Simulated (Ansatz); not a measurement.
# Residual resistivity of an alloy: Mo(100) with 4 layers of random Mo-Ta, 2x2, part 2 of 2

Aim: the residual resistivity of a random alloy, from Mo(100) with 4 layers of random Mo-Ta, 2x2 and longer regions.

Ansatz 0.2.0; Ansatz plane-wave DFT, PBE, PAW files; ballistic transport by layer matching (Landauer), zero bias; PAW set soft_1.

So far. Step 3 (With 8 alloy layers): Over the solved energies the transmission per spin lies between 4.29 and 4.45, out of 6.68 channels of the lead on average (up to 6.78).

## (4) With 12 alloy layers

In 12 layers a share of 0.25 of the sites is given to Ta at random. A fresh draw is used; the growth of the resistance with length is what counts.

System of this step: Mo(100) with 12 layers of random Mo-Ta, 2x2. The cell holds 88 atoms: 76 Mo and 12 Ta. Its edges and angles: a = 6.294 Å, b = 6.294 Å, c = 34.617 Å, α = 90.0°, β = 90.0°, γ = 90.0°. It derives from Mo. Regions: lead, 40 atoms (40 Mo); scattering region, 48 atoms (36 Mo and 12 Ta). The structure is stacked along c, and the current runs across the ab planes.

File input.yaml:

```yaml
crystal:
  lattice:
    - [6.294, 0.0, 0.0]
    - [0.0, 6.294, 0.0]
    - [0.0, 0.0, 34.617]
  atoms:
    - { symbol: Mo, position: [0.0, 0.0, 0.0227272727] }
    - { symbol: Mo, position: [0.0, 0.5, 0.0227272727] }
    - { symbol: Mo, position: [0.5, 0.0, 0.0227272727] }
    - { symbol: Mo, position: [0.5, 0.5, 0.0227272727] }
    - { symbol: Mo, position: [0.25, 0.25, 0.0681818182] }
    - { symbol: Mo, position: [0.25, 0.75, 0.0681818182] }
    - { symbol: Mo, position: [0.75, 0.25, 0.0681818182] }
    - { symbol: Mo, position: [0.75, 0.75, 0.0681818182] }
    - { symbol: Mo, position: [0.0, 0.0, 0.1136363636] }
    - { symbol: Mo, position: [0.0, 0.5, 0.1136363636] }
    - { symbol: Mo, position: [0.5, 0.0, 0.1136363636] }
    - { symbol: Mo, position: [0.5, 0.5, 0.1136363636] }
    - { symbol: Mo, position: [0.25, 0.25, 0.1590909091] }
    - { symbol: Mo, position: [0.25, 0.75, 0.1590909091] }
    - { symbol: Mo, position: [0.75, 0.25, 0.1590909091] }
    - { symbol: Mo, position: [0.75, 0.75, 0.1590909091] }
    - { symbol: Mo, position: [0.0, 0.0, 0.2045454545] }
    - { symbol: Mo, position: [0.0, 0.5, 0.2045454545] }
    - { symbol: Mo, position: [0.5, 0.0, 0.2045454545] }
    - { symbol: Mo, position: [0.5, 0.5, 0.2045454545] }
    - { symbol: Mo, position: [0.25, 0.25, 0.25] }
    - { symbol: Mo, position: [0.25, 0.75, 0.25] }
    - { symbol: Mo, position: [0.75, 0.25, 0.25] }
    - { symbol: Mo, position: [0.75, 0.75, 0.25] }
    - { symbol: Mo, position: [0.0, 0.0, 0.2954545455] }
    - { symbol: Mo, position: [0.0, 0.5, 0.2954545455] }
    - { symbol: Ta, position: [0.5, 0.0, 0.2954545455] }
    - { symbol: Mo, position: [0.5, 0.5, 0.2954545455] }
    - { symbol: Ta, position: [0.25, 0.25, 0.3409090909] }
    - { symbol: Ta, position: [0.25, 0.75, 0.3409090909] }
    - { symbol: Mo, position: [0.75, 0.25, 0.3409090909] }
    - { symbol: Mo, position: [0.75, 0.75, 0.3409090909] }
    - { symbol: Mo, position: [0.0, 0.0, 0.3863636364] }
    - { symbol: Ta, position: [0.0, 0.5, 0.3863636364] }
    - { symbol: Mo, position: [0.5, 0.0, 0.3863636364] }
    - { symbol: Mo, position: [0.5, 0.5, 0.3863636364] }
    - { symbol: Ta, position: [0.25, 0.25, 0.4318181818] }
    - { symbol: Mo, position: [0.25, 0.75, 0.4318181818] }
    - { symbol: Ta, position: [0.75, 0.25, 0.4318181818] }
    - { symbol: Mo, position: [0.75, 0.75, 0.4318181818] }
    - { symbol: Mo, position: [0.0, 0.0, 0.4772727273] }
    - { symbol: Mo, position: [0.0, 0.5, 0.4772727273] }
    - { symbol: Ta, position: [0.5, 0.0, 0.4772727273] }
    - { symbol: Mo, position: [0.5, 0.5, 0.4772727273] }
    - { symbol: Mo, position: [0.25, 0.25, 0.5227272727] }
    - { symbol: Mo, position: [0.25, 0.75, 0.5227272727] }
    - { symbol: Mo, position: [0.75, 0.25, 0.5227272727] }
    - { symbol: Mo, position: [0.75, 0.75, 0.5227272727] }
    - { symbol: Mo, position: [0.0, 0.0, 0.5681818182] }
    - { symbol: Mo, position: [0.0, 0.5, 0.5681818182] }
    - { symbol: Mo, position: [0.5, 0.0, 0.5681818182] }
    - { symbol: Mo, position: [0.5, 0.5, 0.5681818182] }
    - { symbol: Ta, position: [0.25, 0.25, 0.6136363636] }
    - { symbol: Mo, position: [0.25, 0.75, 0.6136363636] }
    - { symbol: Ta, position: [0.75, 0.25, 0.6136363636] }
    - { symbol: Mo, position: [0.75, 0.75, 0.6136363636] }
    - { symbol: Mo, position: [0.0, 0.0, 0.6590909091] }
    - { symbol: Ta, position: [0.0, 0.5, 0.6590909091] }
    - { symbol: Mo, position: [0.5, 0.0, 0.6590909091] }
    - { symbol: Ta, position: [0.5, 0.5, 0.6590909091] }
    - { symbol: Mo, position: [0.25, 0.25, 0.7045454545] }
    - { symbol: Mo, position: [0.25, 0.75, 0.7045454545] }
    - { symbol: Mo, position: [0.75, 0.25, 0.7045454545] }
    - { symbol: Ta, position: [0.75, 0.75, 0.7045454545] }
    - { symbol: Mo, position: [0.0, 0.0, 0.75] }
    - { symbol: Mo, position: [0.0, 0.5, 0.75] }
    - { symbol: Mo, position: [0.5, 0.0, 0.75] }
    - { symbol: Mo, position: [0.5, 0.5, 0.75] }
    - { symbol: Mo, position: [0.25, 0.25, 0.7954545455] }
    - { symbol: Mo, position: [0.25, 0.75, 0.7954545455] }
    - { symbol: Mo, position: [0.75, 0.25, 0.7954545455] }
    - { symbol: Mo, position: [0.75, 0.75, 0.7954545455] }
    - { symbol: Mo, position: [0.0, 0.0, 0.8409090909] }
    - { symbol: Mo, position: [0.0, 0.5, 0.8409090909] }
    - { symbol: Mo, position: [0.5, 0.0, 0.8409090909] }
    - { symbol: Mo, position: [0.5, 0.5, 0.8409090909] }
    - { symbol: Mo, position: [0.25, 0.25, 0.8863636364] }
    - { symbol: Mo, position: [0.25, 0.75, 0.8863636364] }
    - { symbol: Mo, position: [0.75, 0.25, 0.8863636364] }
    - { symbol: Mo, position: [0.75, 0.75, 0.8863636364] }
    - { symbol: Mo, position: [0.0, 0.0, 0.9318181818] }
    - { symbol: Mo, position: [0.0, 0.5, 0.9318181818] }
    - { symbol: Mo, position: [0.5, 0.0, 0.9318181818] }
    - { symbol: Mo, position: [0.5, 0.5, 0.9318181818] }
    - { symbol: Mo, position: [0.25, 0.25, 0.9772727273] }
    - { symbol: Mo, position: [0.25, 0.75, 0.9772727273] }
    - { symbol: Mo, position: [0.75, 0.25, 0.9772727273] }
    - { symbol: Mo, position: [0.75, 0.75, 0.9772727273] }
kpoints:
  mp_grid: { grid: [4, 4, 1] }
hamiltonian:
  xc: pbe
  pseudopotentials: { kind: paw, azcp: { folder: soft_1 } }
scf:
  occupations: { method: fermi_dirac, width: 0.1 }
output:
  transmission: { leads: [[0, 4]], kmesh: [8, 8], e_range: [-0.05, 0.05], de: 0.05 }
  write_potential: true
  write_density: true
  volumetric_format: npy
```

Started as:

```bash
> ansatz run input.yaml --threads 4 --pin off --max-ram 15360MiB --backend cpu --events-out ev --progress --plain --runs-dir out
```

Numbers of over 12 decimals in the logs are rounded to 6 here.

What it wrote:

```text
[...]
Crystal: 88 atoms, lattice volume = 1371.333 Å³
Basis set: ecut = 420 eV, 26839 PW (Γ)
Bands: 732, of which v1, the nominal top of the filled ones, is band 610 counted from 1 (609 counted from 0)
Symmetry: 1 space group operations
[...]
k-points: 10 of 16 (time reversal used)
[...]
SCF iter   1: F=—  HF=-496019.475763 eV  |F-HF|=—  |Δ(HF+E_count)|=         —  Δρ=1.59e-1  dr2=2.80e3  ethr=3.10e-3  ⟨swp⟩=4.3  Hψ=27469  notcnv=0  defer=10
[...]
SCF iter  11: F=-495861.997281 eV  HF=-495861.997281 eV  |F-HF|=5.36e-9  |Δ(HF+E_count)|=   2.91e-9  Δρ=2.39e-7  dr2=5.68e-9  ethr=8.20e-12  ⟨swp⟩=1.0  Hψ=14792  notcnv=0
SCF 1 converged in 11 iterations: F = -495861.997281 eV  dr2 = 5.68e-9
[...]
transmission: 228 of 2278 steps passed
transmission: 456 of 2278 steps passed
[...]
transmission: 2278 of 2278 steps passed
SCF converged after 11 iterations
Free energy (F): -495861.997281 eV
[...]
Internal energy: -495860.010050 eV  (E = F + TS)
E sigma→0 (E₀):  -495861.003666 eV
Entropy (-TS):   -1.987231 eV (-22.582 meV/atom)
Fermi energy:    21.220102 eV
[...]
--- Band table (eV; the first three rows and the last of 10) ---
  k-point 0: bands = [... 606 lower, 21.3091, 21.3160, 21.3233, 21.3280, 21.3312, 21.3441, 21.3678, 21.3864, ... 118 higher]
  k-point 1: bands = [... 606 lower, 21.2348, 21.2454, 21.2551, 21.2581, 21.3061, 21.3180, 21.3388, 21.3557, ... 118 higher]
  k-point 2: bands = [... 606 lower, 20.9234, 20.9551, 21.1531, 21.2002, 21.2504, 21.3158, 21.3664, 21.4087, ... 118 higher]
  k-point 9: bands = [... 606 lower, 20.0468, 20.0697, 20.0880, 20.1111, 20.1605, 20.1784, 20.6992, 20.7304, ... 118 higher]
--- Transmission ---
  basis      : 349 plane waves across, 67 finite elements along
  points     : 34, standing for a mesh of 8 x 8
[...]
channels       : 6.593750e0 a spin
[...]
slowest decay  : 0.0470 /Å at (0.5000, 0.3750)
  junction   : crystal 0 to crystal 0, 0.70 to 33.74 Å
    transmission   : 4.242788e0 a spin
[...]
```

The job ended after 15 min (4 threads of AMD EPYC 9R14 (Zen 4), shared host; peak memory 8.2 GiB).

This step gave:

```yaml
free_energy: -495861.9973 eV
energy_at_zero_smearing: -495861.0037 eV
fermi_energy: 21.22 eV
transmission_per_spin_nearest_the_fermi_level: 4.243
step_of_the_lead_s_potential: 4.8 meV
```

Per spin. Transmission, zone mean against energy, zero at the Fermi level:

```
energy (eV)  transmission, zone mean
    -0.0500                     4.26
     0.0000                     4.24
     0.0500                     4.26
```

Over the solved energies the transmission per spin lies between 4.24 and 4.26, out of 6.68 channels of the lead on average (up to 6.84).

## (5) Resistance against length

This step: Ansatz plane-wave DFT, PBE, PAW files; ballistic transport by layer matching (Landauer), zero bias; residual resistivity from the slope of the area resistance, atoms on the host's lattice; PAW set soft_1 (Ansatz 0.2.0).

This step gave:

```yaml
resistivity: 15.61 µΩ cm
intercept: 0.1627 fΩ m²
scatter_about_the_fit: 0.02952 fΩ m²
```

Resistance, by row:

```
run  length (Å)      T  channels N  RA (fΩ m²)
 n4       6.294  5.132        6.76        0.24
 n8       12.59  4.383       6.677      0.4009
n12       18.88  4.253       6.677      0.4365
```

The area resistance by length of the alloy:

```
length of the alloy (Å)  area resistance (fΩ m²)
                   6.29                    0.240
                  12.59                    0.401
                  18.88                    0.436
```

The area resistance goes from 0.24 to 0.44 fΩ m² between 6.3 and 18.9 Å, a slope of 16 µΩ cm.

By hand from the end points: (0.4365 − 0.2400) fΩ m² / (18.88 − 6.29) Å = 16 µΩ cm, since 1 fΩ m² per Å is 1000 µΩ cm.

## (6) Summary of results

| Quantity | Value |
| --- | --- |
| resistivity from the slope | 15.6 µΩ cm |
| area resistance over 6.29 Å | 0.240 fΩ m² |
| area resistance over 12.6 Å | 0.401 fΩ m² |
| area resistance over 18.9 Å | 0.436 fΩ m² |

In words: The slope gives 16 µΩ cm. The points scatter by 0.030 fΩ m² about the line, with one random draw a length in a 2x2 cell, so the slope is a rough value. The lead's own channel count moves between the runs (6.76, 6.68 and 6.68), which shifts RA and the slope too. Read with a model of isotropic scattering on a spherical Fermi surface and the lead's 1.3×10¹⁵ S/m², this slope means a mean free path near 39 Å; over these lengths the model's slope is 1.08 times its bulk resistivity, which would be 14 µΩ cm. The atoms sit on the host's lattice, so scattering by size misfit is left out. Spin-orbit coupling is left out, which matters for Ta.

[Logs are printed without paths, hosts, clocks, repeated set-up lines and the standing remarks that a program may print on its own settings, such as how far it seeks lower states.]

[Hosts, paths, dates, database ids (printed as entryN), source tags and the programs' standing remarks are cut or masked in the printed files.]
